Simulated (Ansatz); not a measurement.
Method: DFT, revPBE, plane waves (420 eV) with PAW, scalar-relativistic (Ansatz 0.2.0). The PAW files were generated under PBE, with cores re-solved for the functional.

An element in the omega (AlB2-type) structure gives this curve. The cell is scaled uniformly from the relaxed one, with fractional coordinates and shape fixed. Energies are extrapolated to zero smearing, pressures are those at the given smearing. Magnetic state: spin not included.

```tsv
V (Å³/atom)	E − E₀ (meV/atom)	P (GPa)
21.052	41.9	5.32
22.009	17.0	3.17
22.966	3.8	1.41
23.922	0.0	-0.03
24.879	4.0	-1.20
25.836	14.4	-2.16
26.793	29.9	-2.94
```

Problem. Which element is it?
A. magnesium
B. hafnium
C. cadmium
D. lithium

Solution. A. Its fit is V₀ = 23.87 Å³/atom, B₀ = 33 GPa, B₀′ = 4.0.
